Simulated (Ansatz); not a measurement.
Charge transition levels of the Zn interstitial in ZnS, term by term

All numbers below come from Ansatz 0.2.0, DFT PBE, scalar-relativistic, plane waves, PAW. Run with 420 eV cutoff, 2×2×2 k-mesh, shifted by half a step, Gaussian smearing of 0.01 eV, collinear spin in charge +1 alone.

Host crystal, relaxed:

```
Zn S
1.0
     3.84407    0.00000    0.00000
    -1.92203    3.32906    0.00000
     0.00000    0.00000    6.30464
Zn S
2 2
Direct
  0.33333 0.66667 0.00027
  0.66667 0.33333 0.50027
  0.33333 0.66667 0.37473
  0.66667 0.33333 0.87473
```

The Zn interstitial was set at (0.000, 0.000, 0.179) of the host cell, in a supercell of 48 sites (968 Å³), relaxed at fixed cell in each charge q. The host's Kohn–Sham gap is 2.08 eV and its static dielectric constant 9.2 (mean). For each charge: the supercell's free energy over the neutral one with q electrons exchanged at the valence band top, F(q) − F(0) + qE_v; the image-charge term; and the term that aligns the potential far from the defect with the host's.

| q | F(q) − F(0) + qE_v (eV) | image charge (eV) | alignment (eV) |
| --- | --- | --- | --- |
| +2 | -4.001 | 0.899 | 0.248 |
| +1 | -1.993 | 0.225 | 0.186 |
| 0 | 0.000 | 0.000 | 0.000 |

Question: Add the terms and find the levels between neighbouring charges, ε(q/q′) = [A(q′) − A(q)]/(q − q′), with and without the two corrections.

Answer: A(q): -2.854 eV for +2, -1.583 eV for +1, 0.000 eV for 0.
| level | corrected (eV over E_v) | uncorrected (eV) |
| --- | --- | --- |
| (+2/+1) | 1.27 | 2.01 |
| (+1/0) | 1.58 | 1.99 |

As a check, a point charge in a simple cubic cell of this volume has q²αe²/(2εL) = 0.224 q² eV (e² = 14.40 eV Å, α = 2.837, L = 9.89 Å); the shape of the real cell and the anisotropy of ε can change it somewhat. The term grows as q², so it pushes donor levels down and acceptor levels up.

Question: Which of these charges is lowest with the Fermi level at the valence band top, at mid-gap and at the conduction band bottom?

Answer: The line A(q) + qE_F that lies lowest gives the charge: +2 at E_F = 0.00 eV, +2 at E_F = 1.04 eV, 0 at E_F = 2.08 eV. Charges beyond those computed could lie lower near the band edges.

Question: The neutral defect forms at 2.98 eV with atoms taken from and returned to the elements. What are the formation energies at those three Fermi levels, and what share of sites would hold the defect at 1200 K with E_F at mid-gap, if the host still stood at that temperature?

Answer: E_f = E_f(0) + A(q) + qE_F = 0.12, 2.20, 2.98 eV. In the dilute limit the share is exp(−E_f/k_BT) = exp(−2.204/0.1034) = 5.6×10⁻¹⁰, leaving out degeneracy and vibrational entropy. This is the Zn-rich limit; a poorer supply of Zn, or a competing compound of it, raises E_f. The small cell and the narrow Kohn–Sham gap leave errors of tenths of an eV or more, which change the share by orders of magnitude.

1 further run of this set didn't finish or converge.